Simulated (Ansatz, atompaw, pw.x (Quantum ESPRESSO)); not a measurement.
# What a changed setting does to a pw.x run (bcc S)

Potential: PAW, atompaw 4.2.0.5, PBE; core [Ne], reference 3s2 3p4; waves: 3s (bound): rc 1.50 bohr; 3s channel at 2.55 Ry: rc 1.50 bohr; 3p (bound): rc 1.50 bohr; 3p channel at 1.05 Ry: rc 1.50 bohr; 3d channel at 0.05 Ry: rc 1.50 bohr; local part: ultrasoft scheme with l = 3 at -0.5 Ry, radius 1.35 bohr; core correction: smooth core density matched at 1.25 bohr; augmentation: sinc compensation charge, radius 1.25 bohr; PAW radius 1.50 bohr; waves and projectors: custom rrkj vanderbiltortho.

The reference run (k-mesh 15³, cutoffs 45/450 Ry, Fermi–Dirac 0.01 Ry, mixing_beta 0.4, conv_thr 1e-9, no spin) gives 0.87 GPa at 15.679 Å³/atom, where all-electron LAPW gives 0.88 GPa. This run, with its own iteration cap, changes mixing_beta to 0.2.

```
&control
  calculation='scf', prefix='x', pseudo_dir='./', outdir='./tmp', tstress=.true., disk_io='none'
/
&system
  ibrav=0, nat=1, ntyp=1, ecutwfc=45, ecutrho=450, nbnd=10,
  occupations='smearing', smearing='fd', degauss=0.01
/
&electrons
  conv_thr=1e-09, mixing_beta=0.2, electron_maxstep=50
/
ATOMIC_SPECIES
S 1.0 S.UPF
CELL_PARAMETERS angstrom
  -1.57671351 1.57671351 1.57671351
  1.57671351 -1.57671351 1.57671351
  1.57671351 1.57671351 -1.57671351
ATOMIC_POSITIONS crystal
S 0.0000 0.0000 0.0000
K_POINTS automatic
15 15 15 0 0 0
```

```bash
pw.x < S.scf.in > S.scf.out
```

How does the run end?

It converges in 7 iterations; the free energy moves by +0.0 meV/atom and the pressure by +0.00 GPa. The result is that of the reference run.

```
Message from routine setup:
     using ibrav=0 with symmetry is DISCOURAGED, use correct ibrav instead
     lattice parameter (alat)  =       5.1607  a.u.
     unit-cell volume          =     105.8071 (a.u.)^3
     number of electrons       =         6.00
     number of Kohn-Sham states=           10
     kinetic-energy cutoff     =      45.0000  Ry
     charge density cutoff     =     450.0000  Ry
     scf convergence threshold =      1.0E-09
     Exchange-correlation= SLA PW PBX PBC
     number of k points=   120  Fermi-Dirac smearing, width (Ry)=  0.0100
     negative rho (up, down):  2.297E-02 0.000E+00
     iteration #  1     ecut=    45.00 Ry     beta= 0.20
     negative rho (up, down):  2.291E-02 0.000E+00
     total energy              =     -66.21204353 Ry
     estimated scf accuracy    <       0.00088598 Ry
     iteration #  2     ecut=    45.00 Ry     beta= 0.20
     negative rho (up, down):  2.271E-02 0.000E+00
     total energy              =     -66.21211829 Ry
     estimated scf accuracy    <       0.00054027 Ry
     iteration #  3     ecut=    45.00 Ry     beta= 0.20
     negative rho (up, down):  2.272E-02 0.000E+00
     total energy              =     -66.21215590 Ry
     estimated scf accuracy    <       0.00001349 Ry
     iteration #  4     ecut=    45.00 Ry     beta= 0.20
     negative rho (up, down):  2.272E-02 0.000E+00
     total energy              =     -66.21215719 Ry
     estimated scf accuracy    <          7.1E-09 Ry
     iteration #  5     ecut=    45.00 Ry     beta= 0.20
     negative rho (up, down):  2.272E-02 0.000E+00
     total energy              =     -66.21215724 Ry
     estimated scf accuracy    <          2.4E-09 Ry
     iteration #  6     ecut=    45.00 Ry     beta= 0.20
     negative rho (up, down):  2.271E-02 0.000E+00
     total energy              =     -66.21215725 Ry
     estimated scf accuracy    <          1.9E-09 Ry
     iteration #  7     ecut=    45.00 Ry     beta= 0.20
     negative rho (up, down):  2.271E-02 0.000E+00
     the Fermi energy is     9.3583 ev
!    total energy              =     -66.21215729 Ry
     estimated scf accuracy    <          2.3E-11 Ry
     smearing contrib. (-TS)   =      -0.00363778 Ry
     convergence has been achieved in   7 iterations
     negative rho (up, down):  2.271E-02 0.000E+00
          total   stress  (Ry/bohr**3)                   (kbar)     P=        8.68
     Message from routine punch:
     Nothing written, as per user request (disk_io='none')
```

The run took about 9.6 s on one core of a shared host (Intel(R) Xeon(R) Platinum 8488C, 192 threads, 744 GiB, load 82).
